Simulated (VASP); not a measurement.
**InP: band structure with PBE**

**The experiment to reproduce.**

From a printed reference work, data compilation, for a bulk crystal of InP at 1.6 K: band gap 1.4236 eV (direct).

InP:

```
In P
1.0
     0.00000    2.93050    2.93050
     2.93050    0.00000    2.93050
     2.93050    2.93050    0.00000
In P
1 1
Cartesian
  0.0000 0.0000 0.0000
  4.3957 4.3957 4.3957
```

```json
{"Program": "VASP 6.6.1", "Task": "band structure", "Functional": "PBE", "Potentials or basis": "VASP PAW PBE potentials, release 64 (In, P)", "Cutoff": "500 eV", "k mesh": "8 × 8 × 8", "Occupations": "fermi-dirac, width 0.05 eV", "Spin": "no spin polarisation", "Further INCAR settings": "ALGO = Fast; EDIFF = 1e-06"}
```

| Item | Value |
| --- | --- |
| Band gap on the k mesh | 0.77 eV, direct |
| Band gap along the path | 0.77 eV, direct |

Levels at the corners of the path, in eV from the valence-band top:
| point | band 1 | band 2 | band 3 | band 4 | band 5 | band 6 | band 7 | band 8 |
| --- | --- | --- | --- | --- | --- | --- | --- | --- |
| Γ | -11.49 | 0.00 | 0.00 | 0.00 | 0.77 | 4.14 | 4.14 | 4.14 |
| X | -9.34 | -5.71 | -2.31 | -2.31 | 1.79 | 2.32 | 9.23 | 9.64 |
| X | -9.34 | -5.71 | -2.31 | -2.31 | 1.79 | 2.32 | 9.23 | 9.64 |
| W | -9.29 | -5.54 | -2.96 | -2.89 | 4.31 | 4.43 | 5.61 | 6.23 |
| W | -9.29 | -5.54 | -2.96 | -2.89 | 4.31 | 4.43 | 5.61 | 6.23 |
| K | -9.37 | -5.55 | -3.30 | -1.93 | 2.40 | 4.43 | 7.54 | 7.55 |
| K | -9.37 | -5.55 | -3.30 | -1.93 | 2.40 | 4.43 | 7.54 | 7.55 |
| Γ | -11.49 | 0.00 | 0.00 | 0.00 | 0.77 | 4.14 | 4.14 | 4.14 |
| Γ | -11.49 | 0.00 | 0.00 | 0.00 | 0.77 | 4.14 | 4.14 | 4.14 |
| L | -9.97 | -5.69 | -0.97 | -0.97 | 1.56 | 4.85 | 4.85 | 7.11 |
| L | -9.97 | -5.69 | -0.97 | -0.97 | 1.56 | 4.85 | 4.85 | 7.11 |
| U | -9.37 | -5.55 | -3.30 | -1.93 | 2.40 | 4.43 | 7.54 | 7.55 |
| U | -9.37 | -5.55 | -3.30 | -1.93 | 2.40 | 4.43 | 7.54 | 7.55 |
| W | -9.29 | -5.54 | -2.96 | -2.89 | 4.31 | 4.43 | 5.61 | 6.23 |
| W | -9.29 | -5.54 | -2.96 | -2.89 | 4.31 | 4.43 | 5.62 | 6.23 |
| L | -9.97 | -5.69 | -0.97 | -0.97 | 1.56 | 4.85 | 4.85 | 7.11 |
| L | -9.97 | -5.69 | -0.97 | -0.97 | 1.56 | 4.85 | 4.85 | 7.11 |
| K | -9.37 | -5.55 | -3.30 | -1.93 | 2.40 | 4.43 | 7.54 | 7.55 |
| U | -9.37 | -5.55 | -3.30 | -1.93 | 2.40 | 4.43 | 7.54 | 7.55 |
| X | -9.34 | -5.71 | -2.31 | -2.31 | 1.79 | 2.32 | 9.23 | 9.64 |

Run time: 15 s on 1 thread of Intel(R) Xeon(R) 6975P-C (Granite Rapids), with other jobs on the host, peak memory 0.19 GiB.

Measured gap of InP: 1.4236 eV (direct; 1.6 K; a printed reference work, data compilation). This calculation gives 0.77 eV (-0.65 eV). Spin-orbit coupling on In is left out. The value is that of PBE, without temperature or zero-point motion. Semilocal functionals fall short of measured gaps as a rule.

Caveat: the log is that of the step along the path at fixed density, whose energy, stress, charges and moments have no meaning; spin-orbit coupling is left out, which moves the levels of the heavy elements.
